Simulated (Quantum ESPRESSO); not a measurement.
Runs of Quantum ESPRESSO 7.5 on I. The typed cell holds 2 atoms: a = 4.575 Å, b = 4.575 Å, c = 4.840 Å, α = 90.00°, β = 118.21°, γ = 90.00°. 

```csv
task,level,potentials or basis,cell,k mesh,cutoff (eV),smearing,ASE optimiser,mesh quality,gap on the mesh (eV),pressure (GPa),largest force (eV/Å)
single point,B86bPBE,SPMS 1.0 PBE,as given,7 × 6 × 6,857,cold 0.05 eV,-,not flagged,none,0.6,(b)
single point,rev-vdW-DF2,Ansatz NC SR PBE,as given,7 × 6 × 6,952,fermi-dirac 0.2 eV,-,not flagged,none,-0.2,(a)
relaxation of cell and atoms,PBE,GBRV 1.5 LDA,relaxed,4 × 3 × 3,612,gaussian 0.136 eV,LBFGS,coarse,none,0.0,0.02
single point,PBE,SSSP 1.3 efficiency PBE,as given,7 × 6 × 6,748,fermi-dirac 0.05 eV,-,not flagged,none,0.2,0.67
```

Alike in all rows: no spin polarisation.

Q: Estimate the missing entries.

A: (a) 0.65; (b) 0.69.

Caveats: some runs use coarse meshes; the potentials were made for another functional, which shifts forces and pressure (some runs).

A k mesh can miss the band edges, and the runs leave out spin-orbit coupling on I.

A gap of «none» marks a metal or a gap under the smearing width.
